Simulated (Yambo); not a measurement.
# TePb (Fm-3m) in Yambo: further runs, part 2 of 2

Yambo 5.3.0. Earlier steps stand in the parts before.

## (4) G0W0 quasiparticle levels, PBEsol (cell squeezed)

g0w00.in reads:

```
gw0
dyson
el_el_corr
rim_cut
HF_and_locXC
ppa
em1d
RandQpts= 1000000
RandGvec= 50 RL
EXXRLvcs= 80 Ry
VXCRLvcs= 80 Ry
Chimod= "HARTREE"
% BndsRnXp
 1 | 75 |
%
NGsBlkXp= 6 Ry
% LongDrXp
 1 | 1 | 1 |
%
PPAPntXp= 27.21138 eV
% GbndRnge
 1 | 75 |
%
GTermKind= "BG"
DysSolver= "n"
ExtendOut
% QPkrange
 1 | 1 | 14 | 17 |
 3 | 3 | 14 | 17 |
%
```

scf.in reads:

```
&CONTROL
  calculation = 'scf'
  prefix = 'pwscf'
  outdir = './tmp'
  pseudo_dir = './pseudo'
/
&SYSTEM
  ibrav = 0
  nat = 2
  ntyp = 2
  ecutwfc = 80
  nbnd = 22
  occupations = 'smearing'
  smearing = 'fd'
  degauss = 0.00367493
  force_symmorphic = .true.
/
&ELECTRONS
  conv_thr = 4d-10
  electron_maxstep = 120
  mixing_beta = 0.5
/
ATOMIC_SPECIES
Pb   207.2000 Pb.upf
Te   127.6000 Te.upf
CELL_PARAMETERS angstrom
   0.0000000000    3.0962155116    3.0962155116
   3.0962155116    0.0000000000    3.0962155116
   3.0962155116    3.0962155116    0.0000000000
ATOMIC_POSITIONS crystal
Pb     0.0000000000    0.0000000000    0.0000000000
Te     0.5000000000    0.5000000000    0.5000000000
K_POINTS automatic
8 8 8 0 0 0
```

nscf.in reads:

```
&CONTROL
  calculation = 'nscf'
  prefix = 'pwscf'
  outdir = './tmp'
  pseudo_dir = './pseudo'
/
&SYSTEM
  ibrav = 0
  nat = 2
  ntyp = 2
  ecutwfc = 80
  nbnd = 75
  occupations = 'fixed'
  force_symmorphic = .true.
/
&ELECTRONS
  conv_thr = 1d-08
  diago_full_acc = .true.
  diago_thr_init = 1d-06
/
ATOMIC_SPECIES
Pb   207.2000 Pb.upf
Te   127.6000 Te.upf
CELL_PARAMETERS angstrom
   0.0000000000    3.0962155116    3.0962155116
   3.0962155116    0.0000000000    3.0962155116
   3.0962155116    3.0962155116    0.0000000000
ATOMIC_POSITIONS crystal
Pb     0.0000000000    0.0000000000    0.0000000000
Te     0.5000000000    0.5000000000    0.5000000000
K_POINTS automatic
4 4 4 0 0 0
```

Potentials or basis: PseudoDojo 0.4.1 SR PBEsol standard.

On the command line:

```
OMP_NUM_THREADS=1 pw.x -in scf.in > scf.out
OMP_NUM_THREADS=1 pw.x -in nscf.in > nscf.out
cd tmp/pwscf.save; p2y; mv SAVE ../..; cd ../..
OMP_NUM_THREADS=1 yambo
OMP_NUM_THREADS=1 yambo -F g0w00.in -J g0w00 -C g0w00_out
```

Yambo's report:

```text
[... sections 02.01 to 02.04 as in the set-up run ...]

[... 5 lines left out ...]
  [X] Bosonic    Temperature                        :  0.000000  0.000000 [eV K]
  [X] Finite Temperature mode                       : no
  [X] El. density                                   :  0.50536E+24 [cm-3]
  [X] Fermi Level                                   :  11.15105 [eV]

  [X] === Gaps and Widths ===
  [X] Conduction Band Min                           :  0.347292 [eV]
  [X] Valence Band Max                              :  0.000000 [eV]
  [X] Filled Bands                                  :  15
  [X] Empty Bands                                   :   16   75
  [X] Direct Gap                                    :  0.347292 [eV]
  [X] Direct Gap localized at k                     :  3
  [X] Indirect Gap                                  :  0.347292 [eV]
  [X] Indirect Gap between kpts                     :  3  3
  [X] Last valence band width                       :  3.646640 [eV]
  [X] 1st conduction band width                     :  3.810470 [eV]

 [03] Transferred momenta grid and indexing
 ==========================================

 IBZ Q-points                                      :   8
 BZ  Q-points                                      :   64

 K/Q-points units:
 rlu = crystal or reduced units; cc = cartesian coordinates; iku = interal k-units

 Q [1]          [rlu]:  0.000000  0.000000  0.000000
 Q [2]          [rlu]: -0.30464E-16 -0.30464E-16  0.25000
 Q [3]          [rlu]: -0.26157E-16 -0.26157E-16 -0.50000
 Q [4]          [rlu]:  0.47555E-19  0.25000      0.25000
 Q [5]          [rlu]:  0.16234E-17  0.25000      0.50000
 Q [6]          [rlu]: -0.26157E-16  0.25000     -0.25000
 Q [7]          [rlu]: -0.95109E-19 -0.50000     -0.50000
 Q [8]          [rlu]:  0.250000 -0.500000 -0.250000

 [04] Coloumb potential Random Integration (RIM)
 ===============================================

  [04.01] RIM initialization
  ==========================

  * Diagonal components only detected *

  8 x (sBL volume)        :  0.077398 [a.u.]
  sBZ random points       :  1000000
  Points outside the sBZ  :   7996195
  RL volume               :  0.619184 [a.u.]
  Integrated volume       :  0.619478 [a.u.]

  [04.02] RIM integrals
  =====================

  Gamma point sphere radius             :  0.077303 [a.u.]
  Points outside the sphere             :   799659
  [Int_sBZ(q=0) 1/q^2]*(Vol_sBZ)^(-1/3) =:  7.764404
                                 should be <:  7.795600
  [WR./g0w00//ndb.RIM]------------------------------------------------------------
   Brillouin Zone Q/K grids (IBZ/BZ)                :    8   64    8   64
   Coulomb cutoff potential                         : none
   Coulombian RL components                         :   51
   Coulombian diagonal components                   : yes
   RIM random points                                :  1000000
   RIM  RL volume             [a.u.]                :  0.619478
   Real RL volume             [a.u.]                :  0.619184
   Eps^-1 reference component                       : 0
   Eps^-1 components                                :  0.000000  0.000000  0.000000
   RIM anysotropy factor                            :  0.000000

  Summary of Coulomb integrals for non-metallic bands |Q|[au] RIM/Bare

  Q [1] 0.100000E-4 0.995998 * Q [2] 0.232499 1.063913
  Q [4] 0.268466 1.063898 * Q [6] 0.379669 1.026643
  Q [5] 0.445201 1.019235 * Q [3] 0.464997 1.017167
  Q [7] 0.536933 1.013626 * Q [8] 0.600309 1.010593

 [05] Dipoles
 ============

  [05.01] Setup: observables and procedures
[... 86 lines left out ...]
  Exchange RL vectors                              :   4957
  Exchange summation bands                         :  15
  RIM RL components                                :   51
  RIM random points                                :  1000000

 [xc] E_xc :  -17.10760 [Ha]
      E_xc :  -34.21521 [Ry]

  Local XC kind (lXC) : Perdew, Burke & Ernzerhof SOL(X)+Perdew, Burke & Ernzerhof SOL(C)
  Non-Local XC kind (nlXC) : Hartree-Fock

  Corrections @ K [1] :  [eV]
 <14|nlXC|14> = -14.82545  0.69717E-17 <14|lXC|14> = -11.94908  0.000000
 <15|nlXC|15> = -14.82545  0.81346E-18 <15|lXC|15> = -11.94908 -0.18882E-15
 <16|nlXC|16> = -7.614371 -0.81182E-18 <16|lXC|16> = -11.18220  0.000000
 <17|nlXC|17> = -7.614366  0.33586E-17 <17|lXC|17> = -11.18220  0.000000

  Corrections @ K [3] :  [eV]
 <14|nlXC|14> = -14.60427 -0.40857E-17 <14|lXC|14> = -12.22747  0.000000
 <15|nlXC|15> = -13.71535 -0.59534E-17 <15|lXC|15> = -12.55425  0.000000
 <16|nlXC|16> = -7.641968 -0.10689E-18 <16|lXC|16> = -10.22325  0.000000
 <17|nlXC|17> = -8.150559  0.33759E-17 <17|lXC|17> = -10.53240  0.000000

 [08] Dyson equation: Newton solver
 ==================================

 [WARNING] Response block size in GW reduced to 137     RL (3459    mHa)

  [08.01] G0W0 (W PPA)
  ====================

  [  GW  ] Bands range     :    1   75
  [GW/PPA] G damping       :  0.100000 [eV]

  QP @ state[ 1 ] K range:  1  1
  QP @ state[ 1 ] b range:  14  17
  QP @ state[ 2 ] K range:  3  3
  QP @ state[ 2 ] b range:  14  17
[... 19 lines left out ...]
   :: Time ordering fails/rest    :  0.499209
   :: Mean rel dev of PP cond     :  0.292951
   Current Q-pt index             :   6
   :: PP condition fails/total    :  0.291651
   :: Time ordering fails/rest    :  0.500414
   :: Mean rel dev of PP cond     :  0.291564
   Current Q-pt index             :   7
   :: PP condition fails/total    :  0.288774
   :: Time ordering fails/rest    :  0.498539
   :: Mean rel dev of PP cond     :  0.288710
   Current Q-pt index             :   8
   :: PP condition fails/total    :  0.288667
   :: Time ordering fails/rest    :  0.501910
   :: Mean rel dev of PP cond     :  0.288605

  [08.02] QP properties and I/O
  =============================

  Legend (energies in eV)
  - B  : Band       - Eo  : bare energy
  - E  : QP energy  - Z   : Renormalization factor
  - So : Sc(Eo)     - S   : Sc(E)
  - dSp: Sc derivative precision

  - lXC: Local XC (Perdew, Burke & Ernzerhof SOL(X)+Perdew, Burke & Ernzerhof SOL(C))
  -nlXC: non-Local XC (Hartree-Fock)

  QP [eV] @ K [1] (iku):  0.000000  0.000000  0.000000
   B=14 Eo= -1.90 E= -2.69 E-Eo= -0.79 Re(Z)=0.79 Im(Z)=-0.144315E-2 nlXC= -14.8255 lXC= -11.9491 So=  1.88062
   B=15 Eo= -1.90 E= -2.69 E-Eo= -0.79 Re(Z)=0.79 Im(Z)=-0.144657E-2 nlXC= -14.8255 lXC= -11.9491 So=  1.88087
   B=16 Eo=  4.16 E=  3.78 E-Eo= -0.37 Re(Z)=0.80 Im(Z)=-0.592188E-2 nlXC= -7.61437 lXC= -11.1822 So= -4.03393
   B=17 Eo=  4.16 E=  3.78 E-Eo= -0.37 Re(Z)=0.80 Im(Z)=-0.679581E-2 nlXC= -7.61437 lXC= -11.1822 So= -4.03714

  QP [eV] @ K [3] (iku): -0.250000 -0.250000  0.250000
   B=14 Eo= -1.34 E= -2.01 E-Eo= -0.67 Re(Z)=0.80 Im(Z)=-0.133399E-2 nlXC= -14.6043 lXC= -12.2275 So=  1.54003
   B=15 Eo=  0.00 E= -0.58 E-Eo= -0.58 Re(Z)=0.81 Im(Z)=-0.128450E-2 nlXC= -13.7154 lXC= -12.5542 So= 0.437446
   B=16 Eo=  0.35 E=  0.01 E-Eo= -0.34 Re(Z)=0.81 Im(Z)=-0.128443E-2 nlXC= -7.64197 lXC= -10.2233 So= -2.99846
   B=17 Eo=  0.84 E=  0.52 E-Eo= -0.32 Re(Z)=0.81 Im(Z)=-0.127930E-2 nlXC= -8.15056 lXC= -10.5324 So= -2.77708

  [WR./g0w00//ndb.QP]-------------------------------------------------------------
   Lattice constants                                :  5.850999  5.850999  5.850999
   Coulomb cutoff potential                         : none
   Electronic Temperature                           :  0.000000 [K]
   Bosonic    Temperature                           :  0.000000 [K]
   Green`s function   energies                      : Perdew, Burke & Ernzerhof SOL(X)+Perdew, Burke & Ernzerhof SOL(C)
   wavefunctions                                    : Perdew, Burke & Ernzerhof SOL(X)+Perdew, Burke & Ernzerhof SOL(C)
   PPA    diel. fun.  energies                      : Perdew, Burke & Ernzerhof SOL(X)+Perdew, Burke & Ernzerhof SOL(C)
   wavefunctions                                    : Perdew, Burke & Ernzerhof SOL(X)+Perdew, Burke & Ernzerhof SOL(C)
   QP tot states                                    :   8
   GW solver                                        : Newton
   GW approximation                                 : PPA
   PPA imaginary Energy                             :  27.21138 ev
   RIM G`s                                          :   51
   RIM random pts                                   :  1000000
   dS/dw steps                                      :  2
   dS/dw step                                       :  0.100000 ev
   X G`s                                            :  137 used
   X G`s                                            :  137 disk
   X bands                                          :    1   75
   X poles                                          :  100.0000 o/o
   X e/h E range                                    : -1.000000 -1.000000 ev
   X Hxc Kernel                                     : HARTREE
   X BZ energy Double Grid                          : no
   X Optical Averaged directions                    : none
   Sc/G bands                                       :    1   75
   Sc/G damping                                     :  0.100000 ev
   Sc bands terminator                              : yes
   Sc terminator kind                               : BG
   Sc Terminator pole                               :  40.81708
   Sx RL components                                 :   4957

   QP @ state[ 1 ] K range                          :  1  1
   QP @ state[ 1 ] b range                          :  14  17
   QP @ state[ 2 ] K range                          :  3  3
   QP @ state[ 2 ] b range                          :  14  17
   GF energies kind                                 : Perdew, Burke & Ernzerhof SOL(X)+Perdew, Burke & Ernzerhof SOL(C)
   GF WF`s kind                                     : Perdew, Burke & Ernzerhof SOL(X)+Perdew, Burke & Ernzerhof SOL(C)
   Xs energies kind                                 : Perdew, Burke & Ernzerhof SOL(X)+Perdew, Burke & Ernzerhof SOL(C)
   Xs WF`s kind                                     : Perdew, Burke & Ernzerhof SOL(X)+Perdew, Burke & Ernzerhof SOL(C)
```

It took 2.6 min on 1 thread of Intel Xeon Platinum 8488C (Sapphire Rapids), shared host; peak memory 0.4 GiB.

Results:

```yaml
Band_gap_on_the_k_mesh_mean-field_level: 0.35 eV, direct
Quasiparticle_gap: 0.59 eV
Least_direct_quasiparticle_gap: 0.59 eV
Quasiparticle_gap_at_Γ: 6.47 eV
Band_gap_of_the_same_states_before_the_correction: 0.35 eV
```

Quasiparticle terms (eV):
| k point | band | Kohn-Sham level | Vxc | Σx | Σc | Z | result |
| --- | --- | --- | --- | --- | --- | --- | --- |
| (0.000, 0.000, 0.000) | 14 | -1.90 | -11.95 | -14.83 | 1.88 | 0.79 | -2.69 |
| (0.000, 0.000, 0.000) | 15 | -1.90 | -11.95 | -14.83 | 1.88 | 0.79 | -2.69 |
| (0.000, 0.000, 0.000) | 16 | 4.16 | -11.18 | -7.61 | -4.03 | 0.80 | 3.78 |
| (0.000, 0.000, 0.000) | 17 | 4.16 | -11.18 | -7.61 | -4.04 | 0.80 | 3.78 |
| (0.000, 0.000, -0.500) | 14 | -1.34 | -12.23 | -14.60 | 1.54 | 0.80 | -2.01 |
| (0.000, 0.000, -0.500) | 15 | 0.00 | -12.55 | -13.72 | 0.44 | 0.81 | -0.58 |
| (0.000, 0.000, -0.500) | 16 | 0.35 | -10.22 | -7.64 | -3.00 | 0.81 | 0.01 |
| (0.000, 0.000, -0.500) | 17 | 0.84 | -10.53 | -8.15 | -2.78 | 0.81 | 0.52 |

Caveat: the k mesh is coarse (spacing up to 0.44 Å⁻¹), so the values aren't converged; the potentials hold a filled d shell without the s and p states of that shell, which can shift GW gaps by tenths of an eV, either way; this version prints the column dSc/dw multiplied by 27.2; the terminator is approximate in this version, by hundredths of an eV; spin-orbit coupling is left out, which as a rule narrows the gap of such compounds by several tenths of an eV. A k mesh can miss the band edges.
